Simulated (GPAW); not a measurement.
# Hf2N (P4_2/mnm) in GPAW: reference runs

Reference runs on Hf2N: the cell as given.

Program: GPAW 26.7.0. These are calculated values, not measurements. Logs are shortened: lines on timing, memory, paths and dates and some standing lists are left out, and cuts for length are marked. The log counts tension as positive stress, the text compression.

**1. The structure**

Symmetry: P4_2/mnm, No. 136, tetragonal system. Conventional cell: a = 5.313 Å, b = 5.313 Å, c = 3.242 Å, α = 90.00°, β = 90.00°, γ = 90.00°. Hf (site symmetry m2m) is surrounded by 3 N at 2.22 to 2.23 Å. N (site symmetry mmm) has 6 Hf at 2.22 to 2.23 Å as nearest neighbours.

The cell comes from a database or a generator and needn't be the stable form of this composition.

**2. Single point, PBEsol**

run.py

```python
from ase import Atoms
from ase.dft.bandgap import bandgap
from ase.io import write
from ase.units import Bohr, GPa
from gpaw import GPAW, PW, setup_paths
from gpaw.elf import elf_from_dft_calculation

setup_paths.insert(0, '.')

atoms = Atoms(['Hf', 'Hf', 'Hf', 'Hf', 'N', 'N'],
              cell=[[5.31312402, 0.0, 0.0],
                    [0.0, 5.31312402, 0.0],
                    [0.0, 0.0, 3.24209839]],
              scaled_positions=[[0.20446363, 0.79553637, 0.5],
                                [0.79553637, 0.20446363, 0.5],
                                [0.70446363, 0.70446363, 0.0],
                                [0.29553637, 0.29553637, 0.0],
                                [0.5, 0.5, 0.5],
                                [0.0, 0.0, 0.0]],
              pbc=True)

calc = GPAW(mode=PW(800),
            xc='PBEsol',
            kpts={'size': (5, 5, 8), 'gamma': True},
            occupations={'name': 'fermi-dirac', 'width': 0.05},
            nbands=53,
            convergence={'density': 1e-05, 'energy': 1e-05},
            maxiter=150,
            txt='gpaw.txt')
atoms.calc = calc
energy = atoms.get_potential_energy()
forces = atoms.get_forces()
stress = atoms.get_stress()
calc.write('gs.gpw')
write('result.traj', atoms)
print(f'Energy: {energy:.6f} eV')
print('Forces (eV/A):')
print(forces.round(4))
print('Stress (GPa):', (stress / GPa).round(3))
print('Fermi level:', round(calc.get_fermi_level(), 4), 'eV')
print(f'Gap: {bandgap(calc)[0]:.4f} eV, direct: {bandgap(calc, direct=True)[0]:.4f} eV')

# fields on the real-space grid
write('density.cube', atoms, data=calc.get_pseudo_density() * Bohr**3)
write('potential.cube', atoms, data=calc.get_electrostatic_potential())
write('elf.cube', atoms, data=elf_from_dft_calculation(calc).data)
```

Potentials or basis: PAW data sets generated in the run's folder for this functional, pw.

Launch:

```sh
$ gpaw-setup -f PBEsol Hf N
$ OMP_NUM_THREADS=1 python run.py
```

gpaw.txt:

```text
__  _  _
 | _ |_)|_||  |
 |__||  | ||/\| - 26.7.0

Input parameters:
  mode=PW(ecut=800.0),
  convergence={'density': 1e-05, 'energy': 1e-05},
  kpts=MonkhorstPack(size=(5, 5, 8), gamma=True),
  maxiter=150,
  nbands=53,
  occupations=Occupations(name='fermi-dirac', width=0.05),
  xc=XC(name='PBEsol')

Diagonalizing LCAO Hamiltonian
Converting LCAO to pw mode
    .------------.
   /|            |
  / |            |
 *  | Hf N       |
 |  .-------Hf---.
 | /        Hf  /
 |/   Hf       /
 N------------*

Atoms  # Å, Bohr magnetons
|   | symbol |        x |        y |        z |    initial magnetic moments |
|---|--------|----------|----------|----------|-----------------------------|
| 0 |     Hf | 1.086341 | 4.226783 | 1.621049 | ( 0.0000,  0.0000,  0.0000) |
| 1 |     Hf | 4.226783 | 1.086341 | 1.621049 | ( 0.0000,  0.0000,  0.0000) |
| 2 |     Hf | 3.742903 | 3.742903 | 0.000000 | ( 0.0000,  0.0000,  0.0000) |
| 3 |     Hf | 1.570221 | 1.570221 | 0.000000 | ( 0.0000,  0.0000,  0.0000) |
| 4 |      N | 2.656562 | 2.656562 | 1.621049 | ( 0.0000,  0.0000,  0.0000) |
| 5 |      N | 0.000000 | 0.000000 | 0.000000 | ( 0.0000,  0.0000,  0.0000) |

Unit cell  # Å
| periodic |        x |        y |        z |  lengths |    angles |
|----------|----------|----------|----------|----------|-----------|
|      yes | 5.313124 | 0.000000 | 0.000000 | 5.313124 | 90.000000 |
|      yes | 0.000000 | 5.313124 | 0.000000 | 5.313124 | 90.000000 |
|      yes | 0.000000 | 0.000000 | 3.242098 | 3.242098 | 90.000000 |

Number of symmetries: 8
Symmetry operations  # r_c * U_cc + t_c -> r_c
|   | kind |            matrix            |
|---|------|------------------------------|
| 0 |  E   |  1, 0, 0,  0, 1, 0,  0, 0, 1 |
| 1 |  σ   |  1, 0, 0,  0, 1, 0,  0, 0,-1 |
| 2 |  σ   |  0, 1, 0,  1, 0, 0,  0, 0, 1 |
| 3 |  C2  |  0, 1, 0,  1, 0, 0,  0, 0,-1 |
| 4 |  σ   |  0,-1, 0, -1, 0, 0,  0, 0, 1 |
| 5 |  C2  |  0,-1, 0, -1, 0, 0,  0, 0,-1 |
| 6 |  C2  | -1, 0, 0,  0,-1, 0,  0, 0, 1 |
| 7 |  i   | -1, 0, 0,  0,-1, 0,  0, 0,-1 |

BZ-sampling:
  Number of BZ points: 200
  Number of IBZ points: 45

  Monkhorst-Pack size: [5, 5, 8]
  Monkhorst-Pack shift: [0.0, 0.0, 0.0625]

K-points  # in reciprocal-cell coordinates
|     |                                coordinates |     weight |
|-----|--------------------------------------------|------------|
|   0 | (  0.00000000,   0.00000000,   0.00000000) | 0.00500000 |
|   1 | (  0.00000000,   0.00000000,   0.12500000) | 0.01000000 |
|   2 | (  0.00000000,   0.00000000,   0.25000000) | 0.01000000 |
|   3 | (  0.00000000,   0.00000000,   0.37500000) | 0.01000000 |
|   4 | (  0.00000000,   0.00000000,   0.50000000) | 0.00500000 |
|   5 | (  0.20000000,  -0.20000000,   0.00000000) | 0.01000000 |
|   6 | (  0.20000000,  -0.20000000,   0.12500000) | 0.02000000 |
|   7 | (  0.20000000,  -0.20000000,   0.25000000) | 0.02000000 |
|   8 | (  0.20000000,  -0.20000000,   0.37500000) | 0.02000000 |
|   9 | (  0.20000000,  -0.20000000,   0.50000000) | 0.01000000 |
| ... |                                            |            |
|  44 | (  0.40000000,   0.40000000,   0.50000000) | 0.01000000 |

Plane wave coefficients: 4767
Cutoff: 800.0 eV

Spin-components: 1 (collinear spins)
Bands:           53
Projectors:      34
Spin-degeneracy: 2
Datatype:        complex128

Parallelization:
  kpt:    1
  domain: 1
  band:   1

Density:
  Valence electrons: 58.0
  Components: 1
  Grid points: [35 35 24]
  Charge: 0.0  # |e|

Potential:
  Grid points: [35 35 24]

species:
  Hf:
    name:    Hafnium
    Z:       72.0
    valence: 12
    core:    60
    charge:  0.0  # [|e|]
    compensation charges:
      type: gauss
      rc: 0.41  # [Å]
      lmax: 2
    cutoffs:
      filter: 2.36  # [Å]
      core: 4.02  # [Å]
    projectors
    | kind |    occ | energy [eV] | rcut [Å] |
    |------|--------|-------------|----------|
    |   5s |  2.000 |     -66.855 |    1.397 |
    |   6s |  2.000 |      -5.120 |    1.397 |
    |   5p |  6.000 |     -35.615 |    1.307 |
    |   6p |  0.000 |      -1.375 |    1.307 |
    |   5d |  2.000 |      -2.724 |    1.334 |
    |    d |        |      24.487 |    1.334 |

    Using partial waves for Hf as LCAO basis

  N:
    name:    Nitrogen
    Z:       7.0
    valence: 5
    core:    2
    charge:  0.0  # [|e|]
    compensation charges:
      type: gauss
      rc: 0.18  # [Å]
      lmax: 2
    cutoffs:
      filter: 1.11  # [Å]
      core: 0.96  # [Å]
    projectors
    | kind |    occ | energy [eV] | rcut [Å] |
    |------|--------|-------------|----------|
    |   2s |  2.000 |     -18.455 |    0.603 |
    |   2p |  3.000 |      -7.035 |    0.529 |
    |    s |        |       8.756 |    0.603 |
    |    p |        |      20.177 |    0.529 |
    |    d |        |       0.000 |    0.577 |

    Using partial waves for N as LCAO basis

Reference energy: -1642001.441449  # eV

eigensolver:
  PPCG
  Converge bands: occupied
  niter=2

density mixing:
  MSR1-Mixer
  Pratt-step length: 0.05
  Maximum mixing coefficient: 0.75
  Old densities: 10
  SVD Regularization: 0.005
  Good broyden scale: 1.0
  Trust region scale: 1.0
  Backstep threshold: 4.0
  History deletion threshold: 6.0
  Fourier metric: weight=20.0, sigma=0.015

occupation numbers:
  Fermi-Dirac:
    width: 0.0500  # eV

poisson solver:
  ecut: 6400.0  # eV

xc functional:
  name: PBEsol with 2 nearest neighbor stencil

convergence criteria:
[... 6 lines left out ...]
|iter     | |      energy | eigst |  dens |
|---------|-|-------------|-------|-------|
|iter:   1| |  -61.377267 | +0.15 |       |
|iter:   2| |  -60.218607 | -1.80 | -1.07 |
|iter:   3| |  -57.729378 | -0.97 | -1.12 |
|iter:   4| |  -57.675891 | -2.11 | -1.64 |
|iter:   5| |  -57.696275 | -2.61 | -1.86 |
|iter:   6| |  -57.696667 | -3.76 | -2.51 |
|iter:   7| |  -57.696653c| -4.88 | -3.04 |
|iter:   8| |  -57.696648c| -6.25 | -3.91 |
|iter:   9| |  -57.696649c| -7.37 | -4.15 |
|iter:  10| |  -57.696649c| -8.03c| -4.55 |
|iter:  11| |  -57.696649c| -8.77c| -5.34c|

Converged in 11 steps
Energy contributions relative to reference atoms: (reference = -1642001.441449)

Energy contributions:
  Kinetic:          56.076074
  Coulomb:         -56.429427
  Zero:             -1.602515
  External:          0.000000
  Xc:              -55.728080
  Entropy:          -0.025405
  Spinorbit:         0.000000
  ----------------------------
  Free energy:     -57.709351
  Extrapolated:    -57.696649

dipole moment: (-13.191299, -13.191299, -31.555845)  # |e|*Ang

Fermi level: 11.067
Eigenvalues  # (at kpt = [0.000, 0.000, 0.000])
| band index |      eig [eV] | occ [0-2] |
|------------|---------------|-----------|
|          0 |       -50.455 |     2.000 |
|        ... |               |           |
|         19 |         4.275 |     2.000 |
|         20 |         5.532 |     2.000 |
|         21 |         6.294 |     2.000 |
|         22 |         6.535 |     2.000 |
|         23 |         6.535 |     2.000 |
|         24 |         7.522 |     2.000 |
[... 8 lines left out ...]
|         33 |        12.806 |     0.000 |
|         34 |        13.785 |     0.000 |
|        ... |               |           |
|         52 |        23.749 |     0.000 |

No gap
No difference between direct/indirect transitions

Forces  # eV/Ang
|        x |        y |       z |
|----------|----------|---------|
|  0.02489 | -0.02489 | 0.00000 |  # Hf   0
| -0.02489 |  0.02489 | 0.00000 |  # Hf   1
|  0.02491 |  0.02491 | 0.00000 |  # Hf   2
| -0.02491 | -0.02491 | 0.00000 |  # Hf   3
| -0.00000 |  0.00000 | 0.00000 |  # N    4
| -0.00000 |  0.00000 | 0.00000 |  # N    5

Stress tensor  # eV/Ang^3
|        x |        y |        z |
|----------|----------|----------|
| 0.010360 | 0.000000 | 0.000000 |
| 0.000000 | 0.010360 | 0.000000 |
| 0.000000 | 0.000000 | 0.010747 |

# Writing to gs.gpw (mode='')
```

Run time: 8.9 min. Hardware: 1 thread of Intel Xeon at 2.50GHz (Skylake/Cascade Lake), shared host; peak memory 0.42 GiB.

What came out:

```
Free energy            : -57.7094 eV
Pressure               : -1.7 GPa
Largest force          : 0.035 eV/Å
Band gap on the k mesh : none (metal or under the smearing width)
```

Forces on the atoms (eV/Å):
```
Hf   0.025 -0.025  0.000
Hf  -0.025  0.025  0.000
Hf   0.025  0.025  0.000
Hf  -0.025 -0.025  0.000
N    0.000  0.000  0.000
N    0.000  0.000  0.000
```

Levels at points of the mesh, in eV from the Fermi level:
```tsv
k point	band 27	band 28	band 29	band 30	band 31	band 32
(0.00, 0.00, 0.00)	-0.16	0.78	1.02	1.11	1.11	1.54
(0.00, 0.00, 0.50)	-1.29	-1.29	-1.26	-1.26	2.17	2.17
```
